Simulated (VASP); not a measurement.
# NaI (I4_1/amd) in VASP: single point with PBE+D3(BJ)

Aim: the single point of NaI with PBE+D3(BJ).

Everything below comes from runs of VASP 6.6.1. Logs are shortened: lines on timing, memory, paths and dates and some standing lists are left out, and cuts for length are marked.

### Step 1. The crystal as given

The structure is tetragonal, space group I4_1/amd (No. 141). Conventional cell: a = 4.429 Å, b = 4.429 Å, c = 16.728 Å, α = 90.00°, β = 90.00°, γ = 90.00°. Na (site symmetry -4m2) has 4 I at 3.13 Å as nearest neighbours. I (site symmetry -4m2) is surrounded by 4 Na at 3.13 Å.

Measurements of this composition are mostly on another form, of space group No. 225.

### Step 2. Single point, PBE+D3(BJ)

Contents of INCAR:

```
PREC = Accurate
ENCUT = 520
EDIFF = 1E-6
ISMEAR = 0
SIGMA = 0.1
LREAL = False
LASPH = True
NELM = 100
ALGO = Normal
ISIF = 2
LWAVE = False
LCHARG = False
GGA = PE
IVDW = 12
NBANDS = 22
```

Contents of KPOINTS:

```
regular mesh
0
Gamma
  6 6 6
```

Contents of POSCAR:

```
NaI
1.0
   -2.2145135000      2.2145135000      8.3637720000
    2.2145135000     -2.2145135000      8.3637720000
    2.2145135000      2.2145135000     -8.3637720000
Na I
2 2
Direct
    0.2500000000      0.7500000000      0.5000000000
    0.5000000000      0.5000000000      0.0000000000
    0.7500000000      0.2500000000      0.5000000000
    0.0000000000      0.0000000000      0.0000000000
```

Potentials or basis: VASP PAW PBE potentials, release 64 (Na_pv, I).

The run is started by

```console
$ cat potpaw_PBE.64/Na_pv/POTCAR potpaw_PBE.64/I/POTCAR > POTCAR
$ mpirun -np 1 vasp_std > vasp.out
```

OUTCAR:

```text
PREC = Accurate
   ENCUT = 520
   EDIFF = 1E-6
   ISMEAR = 0
   LREAL = False
   LASPH = True
   NELM = 100
   ISIF = 2
   GGA = PE
   IVDW = 12
 IVDW          = 12

 ion  position               nearest neighbor table
   1  0.250  0.750  0.500-   3 3.13   3 3.13   3 3.13   3 3.13
   2  0.500  0.500  0.000-   4 3.13   4 3.13   4 3.13   4 3.13
   3  0.750  0.250  0.500-   1 3.13   1 3.13   1 3.13   1 3.13
   4  0.000  0.000  0.000-   2 3.13   2 3.13   2 3.13   2 3.13

  LATTYP: Found a body centered tetragonal cell.
 ALAT       =     4.4290270000
 C/A-ratio  =     3.7767988319

  Lattice vectors:

 A1 = (  -2.2145135000,   2.2145135000,   8.3637720000)
 A2 = (   2.2145135000,  -2.2145135000,   8.3637720000)
 A3 = (   2.2145135000,   2.2145135000,  -8.3637720000)

Analysis of symmetry for initial positions (statically):
=====================================================================
 Subroutine PRICEL returns:
 Original cell was already a primitive cell.

 Routine SETGRP: Setting up the symmetry group for a
 body centered tetragonal supercell.

 Subroutine GETGRP returns: Found 16 space group operations
 (whereof  8 operations were pure point group operations)
 out of a pool of 16 trial point group operations.

The static configuration has the point symmetry D_2d.
 The point group associated with its full space group is D_4h.

Analysis of symmetry for dynamics (positions and initial velocities):
=====================================================================
 Subroutine PRICEL returns:
 Original cell was already a primitive cell.

 Routine SETGRP: Setting up the symmetry group for a
 body centered tetragonal supercell.

 Subroutine GETGRP returns: Found 16 space group operations
 (whereof  8 operations were pure point group operations)
 out of a pool of 16 trial point group operations.

The dynamic configuration has the point symmetry D_2d.
 The point group associated with its full space group is D_4h.

 Subroutine INISYM returns: Found 16 space group operations
 (whereof  8 operations are pure point group operations),
 and found     1 'primitive' translations

----------------------------------------------------------------------------------------

                                     Primitive cell

  volume of cell :     164.0661

  direct lattice vectors                    reciprocal lattice vectors
    -2.214513500  2.214513500  8.363772000     0.000000000  0.225783225  0.059781639
     2.214513500 -2.214513500  8.363772000     0.225783225  0.000000000  0.059781639
     2.214513500  2.214513500 -8.363772000     0.225783225  0.225783225  0.000000000

  length of vectors
     8.930891453  8.930891453  8.930891453     0.233563501  0.233563501  0.319305699

  position of ions in fractional coordinates (direct lattice)
     0.250000000  0.750000000  0.500000000
     0.500000000  0.500000000  0.000000000
     0.750000000  0.250000000  0.500000000
     0.000000000  0.000000000  0.000000000

  ion indices of the primitive-cell ions
   primitive index   ion index
                 1           1
                 2           2
                 3           3
                 4           4

----------------------------------------------------------------------------------------

 KPOINTS: regular mesh

Automatic generation of k-mesh.
 Grid dimensions read from file:
 generate k-points for:    6    6    6

 Generating k-lattice:

  Cartesian coordinates                     Fractional coordinates (reciprocal lattice)
     0.000000000  0.037630538  0.009963607     0.166666667  0.000000000  0.000000000
     0.037630538  0.000000000  0.009963607     0.000000000  0.166666667  0.000000000
     0.037630538  0.037630538  0.000000000     0.000000000  0.000000000  0.166666667

  Length of vectors
     0.038927250  0.038927250  0.053217617

  Shift w.r.t. Gamma in fractional coordinates (k-lattice)
     0.000000000  0.000000000  0.000000000

 Subroutine IBZKPT returns following result:
 ===========================================

 Found     30 irreducible k-points:

 Following reciprocal coordinates:
            Coordinates               Weight
  0.000000  0.000000  0.000000      1.000000
  0.166667 -0.000000  0.000000      8.000000
  0.333333  0.000000 -0.000000      8.000000
  0.500000  0.000000 -0.000000      4.000000
  0.166667  0.166667  0.000000      8.000000
  0.333333  0.166667  0.000000     16.000000
[... 16 lines left out ...]
 -0.333333 -0.333333  0.166667      8.000000
 -0.166667 -0.333333  0.166667      8.000000
 [... further k-points ...]
   k-points           NKPTS =     30   k-points in BZ     NKDIM =     30   number of bands    NBANDS=     22
   number of dos      NEDOS =    301   number of ions     NIONS =      4
   total plane-waves  NPLWV = 343000
   dimension x,y,z NGX =    70 NGY =   70 NGZ =   70
   dimension x,y,z NGXF=   140 NGYF=  140 NGZF=  140
   ions per type =               2   2
   NGX,Y,Z   is equivalent  to a cutoff of  13.03, 13.03, 13.03 a.u.
   NGXF,Y,Z  is equivalent  to a cutoff of  26.06, 26.06, 26.06 a.u.
 SYSTEM =  unknown system
   PREC   = accura    normal or accurate (medium, high low for compatibility)
   ISTART =      0    job   : 0-new  1-cont  2-samecut
   ICHARG =      2    charge: 1-file 2-atom 10-const
   ISPIN  =      1    spin polarized calculation?
   LNONCOLLINEAR =      F non collinear calculations
   LSORBIT =      F    spin-orbit coupling
   LASPH  =      T    aspherical Exc in radial PAW
   ENCUT  =  520.0 eV  38.22 Ry    6.18 a.u.  16.61 16.61 16.61*2*pi/ulx,y,z
   NELM   =    100;   NELMIN=  2; NELMDL= -5     # of ELM steps
   EDIFF  = 0.1E-05   stopping-criterion for ELM
   LREAL  =      F    real-space projection
   EDIFFG = 0.1E-04   stopping-criterion for IOM
   NSW    =      0    number of steps for IOM
   IBRION =     -1    ionic relax: 0-MD 1-quasi-New 2-CG
   NFREE  =      0    steps in history (QN), initial steepest desc. (CG)
   ISIF   =      2    stress and relaxation
   ISYM   =      2    0-nonsym 1-usesym 2-fastsym
   POTIM  = 0.5000    time-step for ionic-motion
   TEBEG  =    0.0;   TEEND  =   0.0 temperature during run
   PSTRESS=    0.0 pullay stress
   NELECT =      28.0000    total number of electrons
   NUPDOWN=      -1.0000    fix difference up-down
   EMIN   =  10.00;   EMAX   =-10.00  energy-range for DOS
   EFERMI =   0.00;   METHOD = LEGACY
   ISMEAR =     0;   SIGMA  =   0.10  broadening in eV -4-tet -1-fermi 0-gaus
   EFERMI_NEDOS =   21; number of points for ismear=-14 and -15
   IALGO  =     38    algorithm
   IMIX   =      4    mixing-type and parameters
     AMIX     =   0.40;   BMIX     =  1.00
     AMIX_MAG =   1.60;   BMIX_MAG =  1.00
  volume/ion in A,a.u.               =      41.02       276.79
  Fermi-wavevector in a.u.,A,eV,Ry     =   0.908074  1.716011 11.219342  0.824598
  Thomas-Fermi vector in A             =   2.031957
   LORBIT       =      0    0 simple, 1 ext, 2 COOP (PROOUT), +10 PAW based schemes
   GGA     = PE    functional components
   LHFCALC =     F    Hartree Fock is set to
   AEXX    =    0.0000 exact exchange contribution
   IVDW    =    12    specifies the selected vdW correction
   LEPSILON=     F    determine dielectric tensor
   LRPA    =     F    only Hartree local field effects (RPA)
 non-spin polarized calculation
 Gauss-broadening in eV      SIGMA  =   0.10
  energy-cutoff  :      520.00
  volume of cell :      164.07
 maximum number of plane-waves:      4431
 NGX is ok and might be reduce to    70
   NGX = 33   NGY = 33   NGZ = 33

 number of electron      28.0000003 magnetization

 Free energy of the ion-electron system (eV)
  ---------------------------------------------------
  ext. energy  EPLUGINS =         0.00000000
  ---------------------------------------------------
  free energy    TOTEN  =       -10.30218253 eV

  energy without entropy =      -10.30218253  energy(sigma->0) =      -10.30218253

 E-fermi :   0.3343     XC(G=0):  -6.8414

 val. band max:       -0.1539094188   @ k =  -0.1667   0.1667   0.0000
 cond. band min:       2.9335017739   @ k =   0.0000   0.0000   0.0000
 fundamental gap:      3.0874111927
 Fermi energy:         0.3343275495

 k-point     1 :       0.0000    0.0000    0.0000
  band No.  band energies     occupation
      1     -23.0382      2.00000
      2     -23.0367      2.00000
      3     -22.9833      2.00000
      4     -22.9833      2.00000
      5     -22.9832      2.00000
      6     -22.9832      2.00000
[... 14 lines left out ...]
     21       9.2527      0.00000
     22       9.2540      0.00000

 k-point     2 :       0.1667   -0.0000    0.0000
  band No.  band energies     occupation
      1     -23.0381      2.00000
      2     -23.0367      2.00000
      3     -22.9844      2.00000
      4     -22.9843      2.00000
      5     -22.9831      2.00000
      6     -22.9830      2.00000
[... 14 lines left out ...]
     21       8.0723      0.00000
     22       8.8755      0.00000

 k-point     3 :       0.3333    0.0000   -0.0000
  band No.  band energies     occupation
      1     -23.0377      2.00000
      2     -23.0368      2.00000
      3     -22.9865      2.00000
      4     -22.9864      2.00000
      5     -22.9827      2.00000
      6     -22.9826      2.00000
[... 14 lines left out ...]
     21       8.2605      0.00000
     22       8.4542      0.00000

 k-point     4 :       0.5000    0.0000   -0.0000
  band No.  band energies     occupation
      1     -23.0375      2.00000
      2     -23.0368      2.00000
      3     -22.9876      2.00000
      4     -22.9875      2.00000
      5     -22.9825      2.00000
      6     -22.9824      2.00000
[... 14 lines left out ...]
     21       8.1414      0.00000
     22       8.1845      0.00000

 k-point     5 :       0.1667    0.1667    0.0000
  band No.  band energies     occupation
      1     -23.0379      2.00000
      2     -23.0367      2.00000
      3     -22.9842      2.00000
      4     -22.9842      2.00000
      5     -22.9840      2.00000
      6     -22.9839      2.00000
[... 14 lines left out ...]
     21       7.7178      0.00000
     22       7.7972      0.00000

 k-point     6 :       0.3333    0.1667    0.0000
  band No.  band energies     occupation
      1     -23.0376      2.00000
      2     -23.0368      2.00000
      3     -22.9863      2.00000
      4     -22.9861      2.00000
      5     -22.9837      2.00000
      6     -22.9835      2.00000
[... 14 lines left out ...]
     21       7.8371      0.00000
     22       8.2712      0.00000

 k-point     7 :       0.5000    0.1667   -0.0000
  band No.  band energies     occupation
      1     -23.0374      2.00000
      2     -23.0368      2.00000
      3     -22.9873      2.00000
      4     -22.9872      2.00000
      5     -22.9835      2.00000
      6     -22.9833      2.00000
[... 324 lines left out ...]
      6     -22.9855      2.00000
[... 14 lines left out ...]
     21       8.5011      0.00000
     22       8.5013      0.00000

 k-point    21 :      -0.3333    0.5000    0.1667
  band No.  band energies     occupation
      1     -23.0374      2.00000
      2     -23.0370      2.00000
      3     -22.9863      2.00000
      4     -22.9861      2.00000
      5     -22.9837      2.00000
      6     -22.9835      2.00000
[... 14 lines left out ...]
     21       8.0246      0.00000
     22       8.4044      0.00000

 k-point    22 :      -0.1667    0.5000    0.1667
  band No.  band energies     occupation
      1     -23.0376      2.00000
      2     -23.0369      2.00000
      3     -22.9866      2.00000
      4     -22.9864      2.00000
      5     -22.9827      2.00000
      6     -22.9825      2.00000
[... 14 lines left out ...]
     21       8.4621      0.00000
     22       8.4758      0.00000

 k-point    23 :      -0.3333   -0.3333    0.1667
  band No.  band energies     occupation
      1     -23.0376      2.00000
      2     -23.0370      2.00000
      3     -22.9842      2.00000
      4     -22.9842      2.00000
      5     -22.9840      2.00000
      6     -22.9839      2.00000
[... 14 lines left out ...]
     21       7.9508      0.00000
     22       7.9957      0.00000

 k-point    24 :      -0.1667   -0.3333    0.1667
  band No.  band energies     occupation
      1     -23.0379      2.00000
      2     -23.0369      2.00000
      3     -22.9844      2.00000
      4     -22.9842      2.00000
      5     -22.9831      2.00000
      6     -22.9829      2.00000
[... 14 lines left out ...]
     21       8.2654      0.00000
     22       8.7323      0.00000

 [... further k-points ...]

------------------------ aborting loop because EDIFF is reached ----------------------------------------

 Edisp (eV)   -0.80707

 E8    (eV) :    -0.3706

  FORCE on cell =-STRESS in cart. coord.  units (eV):
  Direction    XX          YY          ZZ          XY          YZ          ZX
  --------------------------------------------------------------------------------------
  -------------------------------------------------------------------------------------
  Total      -0.77553    -0.77553    -0.90859     0.00000     0.00000     0.00000
  in kB      -7.57341    -7.57341    -8.87276     0.00000     0.00000     0.00000
  external pressure =       -8.01 kB  Pullay stress =        0.00 kB

 VOLUME and BASIS-vectors are now :
 -----------------------------------------------------------------------------
  energy-cutoff  :      520.00
  volume of cell :      164.07
      direct lattice vectors                 reciprocal lattice vectors
    -2.214513500  2.214513500  8.363772000     0.000000000  0.225783225  0.059781639
     2.214513500 -2.214513500  8.363772000     0.225783225  0.000000000  0.059781639
     2.214513500  2.214513500 -8.363772000     0.225783225  0.225783225  0.000000000

 POSITION                                       TOTAL-FORCE (eV/Angst)
 -----------------------------------------------------------------------------------
      2.21451      0.00000      4.18189        -0.000000      0.000000     -0.000000
      0.00000      0.00000      8.36377        -0.000000     -0.000000     -0.000000
      0.00000      2.21451      4.18189        -0.000000      0.000000      0.000000
      0.00000      0.00000      0.00000         0.000000     -0.000000      0.000000
 -----------------------------------------------------------------------------------
    total drift:                                0.000000     -0.000000      0.000000

  FREE ENERGIE OF THE ION-ELECTRON SYSTEM (eV)
  ---------------------------------------------------
  free  energy   TOTEN  =       -11.1092483960 eV

  energy  without entropy=      -11.1092483960  energy(sigma->0) =      -11.10924840
```

Wall time 3.2 min (1 thread of Intel Xeon 6975P-C (Granite Rapids), shared host); peak memory 0.65 GiB.

What came out:

| Quantity | Value |
| --- | --- |
| Free energy | -11.1092 eV |
| Pressure | -0.8 GPa |
| Band gap on the k mesh | 3.09 eV, indirect (least direct gap 3.13 eV) |
| Dispersion energy per atom | -0.202 eV |

Caveat: spin-orbit coupling is left out, which moves the levels of the heavy elements. A k mesh can miss the band edges.
